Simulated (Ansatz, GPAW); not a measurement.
# hexatriene-1,6-dithiol between two Pt chains: relaxation, then transmission at several levels, part 2 of 4

Aim: the conductance of hexatriene-1,6-dithiol between two Pt chains after relaxation, and whether geometry, basis or functional moves it most.

GPAW 26.7.0 and Ansatz 0.2.0; Ansatz plane waves; relaxation of the junction with the lead ends held (the session's first sound run).

So far. Step 2 (Relaxing the atoms): The relaxation lowered the energy of the cell by 1.82 eV.

### Step 3. Plane-wave reference (PBE)

A plane-wave run comes first: its basis does not favour the atoms, so it serves as the reference for the orbital bases.

This step: Ansatz plane waves; Landauer transmission by layers, zero bias (Ansatz 0.2.0).

input.yaml

```yaml
crystal:
  lattice:
    - [12.1605947539, 0.0, 0.0]
    - [0.0, 9.0, 0.0]
    - [0.0, 0.0, 46.4959728122]
  atoms:
    - { symbol: Pt, position: [0.5, 0.5, 0.0258086868] }
    - { symbol: Pt, position: [0.5, 0.5, 0.0774260604] }
    - { symbol: Pt, position: [0.5, 0.5, 0.129043434] }
    - { symbol: Pt, position: [0.5, 0.5, 0.1806608076] }
    - { symbol: Pt, position: [0.5, 0.5, 0.2322781812] }
    - { symbol: Pt, position: [0.5, 0.5, 0.2838955549] }
    - { symbol: Pt, position: [0.3837931125, 0.5100307332, 0.3249317968] }
    - { symbol: Pt, position: [0.428232568, 0.5043018657, 0.3757969934] }
    - { symbol: S, position: [0.3140844409, 0.5074760652, 0.4114114931] }
    - { symbol: C, position: [0.3503150894, 0.5056639181, 0.4465065757] }
    - { symbol: H, position: [0.5274304971, 0.5019222564, 0.4494033622] }
    - { symbol: H, position: [0.2755120013, 0.507037014, 0.459711709] }
    - { symbol: C, position: [0.4503697442, 0.5031057965, 0.4615135098] }
    - { symbol: C, position: [0.4528918894, 0.5022612387, 0.4915381866] }
    - { symbol: H, position: [0.6276996393, 0.4990322568, 0.4972859915] }
    - { symbol: H, position: [0.3737655952, 0.503397417, 0.5027801084] }
    - { symbol: C, position: [0.5485760751, 0.5001712035, 0.5085298306] }
    - { symbol: C, position: [0.5510928722, 0.4995333348, 0.5385544091] }
    - { symbol: H, position: [0.725976252, 0.4963106075, 0.5403811135] }
    - { symbol: H, position: [0.4740280532, 0.5006347502, 0.5506630204] }
    - { symbol: C, position: [0.6511303623, 0.4975069816, 0.5535708174] }
    - { symbol: S, position: [0.6872120015, 0.4963620301, 0.5886787321] }
    - { symbol: Pt, position: [0.5727845985, 0.49831734, 0.6242385813] }
    - { symbol: Pt, position: [0.6166980921, 0.4961863491, 0.6751338459] }
    - { symbol: Pt, position: [0.5, 0.5, 0.7161044451] }
    - { symbol: Pt, position: [0.5, 0.5, 0.7677218188] }
    - { symbol: Pt, position: [0.5, 0.5, 0.8193391924] }
    - { symbol: Pt, position: [0.5, 0.5, 0.870956566] }
    - { symbol: Pt, position: [0.5, 0.5, 0.9225739396] }
    - { symbol: Pt, position: [0.5, 0.5, 0.9741913132] }
kpoints:
  mp_grid: { grid: [1, 1, 2] }
hamiltonian:
  xc: pbe
scf:
  occupations: { method: fermi_dirac, width: 0.1 }
output:
  transmission:
    leads: [[0, 1]]
    e_range: [-2, 2]
    de: 0.025
    kmesh: [1, 1]
    reduced_basis: true
  write_potential: true
  write_density: true
  volumetric_format: npy
  elf: true
```

The run is started by

```console
$ ansatz run input.yaml --threads 4 --pin off --max-ram 8192MiB --backend cpu --events-out ev --progress --plain --runs-dir out
```

Numbers of over 12 decimals in the logs are rounded to 6 here.

Output:

```text
[...]
Crystal: 30 atoms, lattice volume = 5088.768 Å³
Basis set: ecut = 420 eV, 99493 PW (Γ)
Bands: 198, of which v1, the nominal top of the filled ones, is band 165 counted from 1 (164 counted from 0)
Symmetry: 1 space group operations
[...]
k-points: 2
[...]
SCF iter   1: F=—  HF=-203734.391032 eV  |F-HF|=—  |Δ(HF+E_count)|=         —  Δρ=1.23e-2  dr2=1.01e2  ethr=1.77e-3  ⟨swp⟩=8.0  Hψ=1624  notcnv=0  defer=9
[...]
SCF iter  12: F=-203732.916686 eV  HF=-203732.916686 eV  |F-HF|=2.87e-7  |Δ(HF+E_count)|=   9.01e-7  Δρ=7.86e-7  dr2=7.33e-8  ethr=3.03e-11  ⟨swp⟩=19.0  Hψ=1314  notcnv=0
SCF 1 converged in 12 iterations: F = -203732.916686 eV  dr2 = 7.33e-8
[...]
transmission: 8 of 78 steps passed
transmission: 16 of 78 steps passed
[...]
transmission: 78 of 78 steps passed
WARN: The output density's exchange-correlation potential varies sharply where the density is thin. Do not read a vacuum level from v_tot or v_xc, or from such a field of the output density. On a cell that repeats whose density bears no net charge and no dipole along the vacuum's axis use v_es (v_loc + v_h of the components); under efield.dipole_correction with no amplitude use v_es + v_field, which holds any externa [...]
SCF converged after 12 iterations
Free energy (F): -203732.916686 eV
[...]
Internal energy: -203731.889994 eV  (E = F + TS)
E sigma→0 (E₀):  -203732.403340 eV
Entropy (-TS):   -1.026692 eV (-34.223 meV/atom)
Fermi energy:    -4.107517 eV
[...]
--- Band table (eV) ---
  k-point 0: bands = [... 161 lower, -4.3308, -4.2889, -4.2292, -4.2108, -4.0591, -3.9781, -3.9746, -3.8454, ... 29 higher]
  k-point 1: bands = [... 161 lower, -4.3323, -4.2291, -4.2123, -4.2055, -4.0580, -4.0216, -3.9748, -3.8453, ... 29 higher]
--- Transmission ---
  basis      : 963 plane waves across, 78 finite elements along
  points     : 1, standing for a mesh of 1 x 1
  filling    : by the input's occupations and mesh, since the crystals that have channels conduct as metals do. If one of these is a semiconductor, that mesh has misplaced its level
  energies   : 161 from -2.000000 to 2.000000 eV about the Fermi level, 0.025000 eV apart; the leads are filled to 0.000000 eV, and channels, transmission and decay are at 0.000000 eV
  crystal 0  : Pt1, at the sites [0, 1], period 2.4000 Å, over 28.80 Å; its Hamiltonian steps by up to 25.9 meV: too much for a lead, lay more layers or, if its atoms are ordered, name the step of that order
    offset         : up to 0.0000 Å between an atom of the period and one for which it stands
    filled         : 1.8 meV under the level at which it is neutral
    channels       : 4.000000e0 a spin
    conductance    : 2.8318e14 S/m² at 300 K; may be off by some 0.0 % by where its bands' edges are placed, 0.0 % from the distance to neutral
  junction   : crystal 0 to crystal 0, 0.70 to 44.79 Å
    transmission   : 9.734812e-2 a spin
    conductance    : 8.0019e12 S/m² at 300 K (7.9970e12 on every other energy)
    error estimate : 0.1 % from the energy spacing and 0.0 % from band edges of the leads and from resonances (wavevectors taken as independent; lower de), 48.8 % from the steps of its leads' Hamiltonians or their offsets (lay more layers), 1.7 % from the distance to neutral
    resistance     : 1.2144e-1 Ω µm² beyond half of each lead's own
```

The job ended after 3.3 h (4 threads of Arm Neoverse N1, shared host; peak memory 6.4 GiB).

Reading the cycles: dr2 is the Hartree energy of the density residual (eV), the measure of convergence; HF is the Harris–Foulkes estimate of the energy, which meets the free energy F at convergence.

Numbers from this step:

```yaml
free_energy: -203732.9167 eV
lead_level: 0 eV from the Fermi level
transmission_at_the_fermi_level_one_spin: 0.09735
open_channels_of_the_lead_at_the_fermi_level_one_spin: 4
step_of_the_potential_along_the_lead: 25.9 meV
offset_of_the_lead: 0 Å
filling_of_the_lead_less_its_bulk_value_in_size: 1.8 meV
conductance: 0.1130 G₀
```

One spin. The transmission, zone mean by energy, zero at the Fermi level:

energy (eV), transmission, zone mean and a bar:
```
   -2.000      0.644 ###################
   -1.800      0.698 #####################
   -1.600      0.724 ######################
   -1.450      0.968 #############################
   -1.400      0.126 ####
   -1.200      0.054 ##
   -1.000      0.924 ############################
   -0.975      0.997 ##############################
   -0.800      0.897 ###########################
   -0.600      0.715 ######################
   -0.400      0.262 ########
   -0.250      0.822 #########################
   -0.200      0.754 #######################
    0.000      0.097 ###
    0.200      0.050 #
    0.375      0.829 #########################
    0.400      0.698 #####################
    0.600      0.004 
    0.800      0.000 
    1.000      0.000 
    1.200      0.000 
    1.400      0.000 
    1.600      0.000 
    1.800      0.000 
    2.000      0.000
```

One spin. Table of open channels, zone mean by energy, zero at the Fermi level:

```csv
energy (eV),"open channels, zone mean"
-2.000,3
-1.900,3
-1.800,3
-1.700,3
-1.600,4
-1.500,4
-1.400,6
-1.300,6
-1.200,6
-1.100,6
-1.000,6
-0.900,6
-0.800,6
-0.700,6
-0.600,6
-0.500,6
-0.400,4
-0.300,4
-0.200,4
-0.100,4
0.000,4
0.100,4
0.200,4
0.300,3
0.400,3
0.500,3
0.600,3
0.700,3
0.800,1
0.900,1
1.000,1
1.100,1
1.200,1
1.300,1
1.400,1
1.500,1
1.600,1
1.700,1
1.800,1
1.900,1
2.000,1
```

Crystal 0, spin -, k parallel (0, 0); distinct values, listed up to 1.5 1/Å. Table of Im kz of the slowest decaying states by energy, zero at the Fermi level:

```csv
energy (eV),decay 1 (Å⁻¹),decay 2 (Å⁻¹),decay 3 (Å⁻¹),decay 4 (Å⁻¹)
-2.0000,0.383,0.609,0.609,1.37
-1.7500,0.231,0.463,0.463,1.35
-1.5000,0.204,0.204,1.32,1.35
-1.2500,1.30,1.33,1.36,1.45
-1.0000,1.27,1.30,1.34,1.42
-0.7500,1.25,1.28,1.31,1.40
-0.5000,1.22,1.25,1.29,1.38
-0.2500,0.318,0.318,1.20,1.23
0.0000,0.475,1.17,1.20,1.24
0.2500,0.575,0.575,1.14,1.18
0.5000,0.199,0.651,1.11,1.15
0.7500,0.294,0.710,0.710,1.09
1.0000,0.113,0.116,0.360,0.759
1.2500,0.162,0.164,0.412,0.800
1.5000,0.192,0.194,0.454,0.836
1.7500,0.211,0.213,0.489,0.866
2.0000,0.222,0.224,0.519,0.893
```

Crystal 0, spin -, k parallel (0, 0). The Re kz of states that move upwards by energy, zero at the Fermi level:

```csv
energy (eV),channel 1 (Å⁻¹),channel 2 (Å⁻¹),channel 3 (Å⁻¹),channel 4 (Å⁻¹),channel 5 (Å⁻¹),channel 6 (Å⁻¹)
-2.000,-0.641,-0.640,0.727,-,-,-
-1.800,-0.602,-0.600,0.747,-,-,-
-1.600,-0.563,-0.561,0.0570,0.768,-,-
-1.400,-0.525,-0.524,0.183,0.183,0.283,0.790
-1.200,-0.488,-0.486,0.397,0.444,0.445,0.814
-1.000,-0.451,-0.450,0.486,0.622,0.622,0.840
-0.800,-0.415,-0.413,0.561,0.787,0.787,0.869
-0.600,-0.378,-0.377,0.625,0.903,0.970,0.970
-0.400,-0.341,-0.339,0.680,0.945,-,-
-0.200,-0.303,-0.302,0.727,0.997,-,-
0.000,-0.264,-0.262,0.766,1.07,-,-
0.200,-0.222,-0.220,0.799,1.17,-,-
0.400,-0.176,-0.174,0.827,-,-,-
0.600,-0.121,-0.118,0.852,-,-,-
0.800,0.874,-,-,-,-,-
1.000,0.895,-,-,-,-,-
1.200,0.914,-,-,-,-,-
1.400,0.933,-,-,-,-,-
1.600,0.951,-,-,-,-,-
1.800,0.968,-,-,-,-,-
2.000,0.985,-,-,-,-,-
```

The electrostatic potential energy of an electron (with the applied field's), less the Fermi level, planar mean oscillates, so the rows of the table below give means over windows of 2.18 Å about each position, cut where the curve ends. Its first 14 maxima inside the range that stand out by 2 % of the span (Å: eV): 2.5: 5.80, 4.8: 5.80, 7.3: 5.76, 9.6: 5.72, 11.9: 5.61, 14.1: 5.06, 16.3: 5.26, 18.3: 4.51, 20.1: 4.52, 22.1: 4.26, 24.4: 4.26, 26.4: 4.52, 28.2: 4.51, 30.2: 5.26. Its first 14 minima: 1.2: 4.35, 3.6: 4.36, 6.0: 4.33, 8.4: 4.28, 10.8: 4.23, 13.2: 4.04, 15.1: 3.93, 17.6: 3.68, 19.3: 4.07, 21.2: 3.38, 23.2: 3.26, 25.3: 3.38, 27.3: 4.07, 28.9: 3.68.

Table of electrostatic potential energy of an electron (with the applied field's), less the Fermi level, planar mean by z; means over each step:

```csv
z (Å),"electrostatic potential energy of an electron (with the applied field's), less the Fermi level, planar mean (eV)"
1.09,5.03
3.27,5.05
5.45,5.07
7.63,5.08
9.81,5.06
11.99,4.98
14.17,4.42
16.35,4.61
18.53,4.13
20.71,3.88
22.89,3.72
25.07,3.79
27.25,4.30
29.43,4.41
31.61,4.51
33.79,4.81
35.97,4.92
38.15,4.96
40.33,5.01
42.51,5.06
44.69,5.10
```

The valence density, planar mean oscillates, so the rows of the table below give means over windows of 2.32 Å about each position, cut where the curve ends. Its first 14 maxima inside the range that stand out by 2 % of the span (Å: e/Å³): 1.2: 0.147, 3.6: 0.147, 6.0: 0.147, 8.4: 0.147, 10.8: 0.147, 13.2: 0.147, 15.1: 0.147, 17.4: 0.147, 21.1: 0.0640, 23.2: 0.0640, 25.4: 0.0640, 29.1: 0.147, 31.4: 0.147, 33.3: 0.147. Its first 14 minima: 2.5: 0.0169, 4.8: 0.0167, 7.3: 0.0169, 9.6: 0.0167, 12.1: 0.0171, 14.1: 0.0323, 16.3: 0.0169, 20.1: 0.0249, 22.2: 0.0267, 24.3: 0.0267, 26.4: 0.0249, 30.2: 0.0169, 32.4: 0.0324, 34.4: 0.0171.

Valence density, planar mean against z; means over each step:

```csv
z (Å),"valence density, planar mean (e/Å³)"
1.16,0.0703
3.48,0.0703
5.80,0.0702
8.12,0.0701
10.44,0.0700
12.76,0.0708
15.08,0.0744
17.40,0.0742
19.72,0.0342
22.04,0.0440
24.36,0.0441
26.68,0.0351
29.00,0.0750
31.32,0.0735
33.64,0.0714
35.96,0.0702
38.28,0.0702
40.60,0.0703
42.92,0.0703
45.24,0.0714
```

ELF in the ca plane at fractional y = 0.496, with atoms of Pt and S and C and H within 0.2 Å of it. It is the smooth field of the valence electrons, not physical close to the nuclei.

Ten even steps from '0' (0.00 × 1e-1) to '9' (9.97 × 1e-1), each cell a mean:
```
00000000000000000000000000000000000000000000
00000000000000000000000000000000000000000000
00000000000000000000000000000000000000000133
00000000000000000000000000000000002320001466
00000000000000000000000000000000027884003788
00000000000000000000000000000100028999414899
00000000000000000000000000004763006999745667
00001110000000000000000000006999501687468503
10112221000000000000000342004999931364268657
21123321000000111100002898401699755578743455
32355421111111233210004999820255158515520022
33566632233311244211003899854478557669961001
33566533333422565421100377358536632499994001
23344333555434666533311366358647730179994000
22233325666433565447656568743589982016861000
01111124665323343476368614630289995000110000
00000112343212222573147669983027995000000000
00000012222100001589875259997101342000000000
00000001111000001589984027998200000000000000
00000000000000000368862002575100000000000000
00000000000000000135531000011000000000000000
00000000000000000011110000000000000000000000
00000000000000000000000000000000000000000000
00000000000000000000000000000000000000000000
```
Columns run along c (16.0 Å, from fractional 0.26 to 0.60 of the cell), rows up along a (12.2 Å). Atoms in or near the plane, at fractional coordinates: Pt at (0.28, 0.50), Pt at (0.32, 0.38), Pt at (0.38, 0.43), S at (0.41, 0.31), C at (0.45, 0.35), H at (0.45, 0.53), H at (0.46, 0.28), C at (0.46, 0.45), C at (0.49, 0.45), H at (0.50, 0.63), H at (0.50, 0.37), C at (0.51, 0.55), C at (0.54, 0.55), H at (0.54, 0.73) and more.

Electrostatic potential energy in the ca plane at fractional y = 0.496, with atoms of Pt and S and C and H within 0.2 Å of it. With pseudopotentials it is smooth inside the atoms' cores, unlike the true potential.

Ten even steps from '0' (-64 eV) to '9' (2 eV), each cell a mean:
```
99999999999999999999999999999999999999999999
99999999999999999999999999999999999999999999
99999999999999999999999999999999999999999999
99999999999999999999999999999999999999999999
99999999999999999999999999999999999999999999
99999999999999999999999999999999987899987899
99999999999999999999999999999999952688633468
99999999999999999999999999998999985225534358
99999999999999999999999999983589984004754566
88899999999999999999999999986457754568988861
32379999999999999999985799986002400489999961
00038999999877899999983578875335743589999986
00048878998410269999996114510488987369999999
65676211587100048999986114511589999889999999
99984000278410267778743578876379999999999999
99986101489877774335500389998689999999999999
99998767899999963434754569999999999999999999
99999999999999986457898558999999999999999999
99999999999999999999999999999999999999999999
99999999999999999999999999999999999999999999
99999999999999999999999999999999999999999999
99999999999999999999999999999999999999999999
99999999999999999999999999999999999999999999
99999999999999999999999999999999999999999999
```
Columns run along c (16.0 Å, from fractional 0.28 to 0.62 of the cell; values clipped at the 3rd and 97th percentile), rows up along a (12.2 Å). Atoms in or near the plane, at fractional coordinates: Pt at (0.28, 0.50), Pt at (0.32, 0.38), Pt at (0.38, 0.43), S at (0.41, 0.31), C at (0.45, 0.35), H at (0.45, 0.53), H at (0.46, 0.28), C at (0.46, 0.45), C at (0.49, 0.45), H at (0.50, 0.63), H at (0.50, 0.37), C at (0.51, 0.55), C at (0.54, 0.55), H at (0.54, 0.73) and more.

Valence density in the ca plane at fractional y = 0.496, with atoms of Pt and S and C and H within 0.2 Å of it. It is the smooth field of the valence electrons, not physical close to the nuclei.

Values in units of 1e0 e/Å³, 13 rows by 16 columns, each cell a mean:
```
0.0 0.0 0.0 0.0 0.0 0.0 0.0 0.0 0.0 0.0 0.0 0.0 0.0 0.0 0.0 0.0
0.0 0.0 0.0 0.0 0.0 0.0 0.0 0.0 0.0 0.0 0.0 0.0 0.0 0.0 0.0 0.0
0.0 0.0 0.0 0.0 0.0 0.0 0.1 0.1 0.1 0.1 0.0 0.0 0.0 0.0 0.0 0.0
0.0 0.0 0.0 0.0 0.0 0.0 0.7 0.8 0.8 0.8 0.1 0.1 0.3 0.3 0.0 0.0
0.0 0.0 0.0 0.0 0.6 0.4 0.7 1.7 1.0 1.0 2.0 0.8 4.4 4.4 0.2 0.1
0.0 0.0 0.3 0.1 0.8 1.7 1.7 1.0 0.2 0.8 8.1 2.5 3.1 3.1 1.9 1.3
0.2 0.1 1.1 1.2 1.5 1.1 0.9 0.9 0.0 0.1 1.3 0.4 0.2 0.4 6.5 4.3
0.6 0.3 1.3 1.3 1.5 0.6 0.1 0.1 0.0 0.0 0.0 0.0 0.0 0.1 0.9 0.6
0.9 1.1 1.7 0.5 0.3 0.3 0.0 0.0 0.0 0.0 0.0 0.0 0.0 0.0 0.0 0.0
0.7 0.6 0.6 0.4 0.0 0.0 0.0 0.0 0.0 0.0 0.0 0.0 0.0 0.0 0.0 0.0
0.1 0.1 0.0 0.0 0.0 0.0 0.0 0.0 0.0 0.0 0.0 0.0 0.0 0.0 0.0 0.0
0.0 0.0 0.0 0.0 0.0 0.0 0.0 0.0 0.0 0.0 0.0 0.0 0.0 0.0 0.0 0.0
0.0 0.0 0.0 0.0 0.0 0.0 0.0 0.0 0.0 0.0 0.0 0.0 0.0 0.0 0.0 0.0
```
Columns run along c (16.0 Å, from fractional 0.40 to 0.74 of the cell), rows up along a (12.2 Å). Atoms in or near the plane, at fractional coordinates: S at (0.41, 0.31), C at (0.45, 0.35), H at (0.45, 0.53), H at (0.46, 0.28), C at (0.46, 0.45), C at (0.49, 0.45), H at (0.50, 0.63), H at (0.50, 0.37), C at (0.51, 0.55), C at (0.54, 0.55), H at (0.54, 0.73), H at (0.55, 0.47), C at (0.55, 0.65), S at (0.59, 0.69) and more.

The largest of the program's own error estimates on the conductance is 49 %. T at the Fermi level is 0.0973; the potential still steps by 25.9 meV from one lead period to the next, more than the program accepts for a lead, so the cell is too short for a firm reference, and the program's own error estimates apply.

(Continued in part 3 of 4.)

[Logs are printed without paths, hosts, clocks, repeated set-up lines and the standing remarks that a program may print on its own settings, such as how far it seeks lower states.]

[Hosts, paths, dates, database ids (printed as entryN), source tags and the programs' standing remarks are cut or masked in the printed files.]
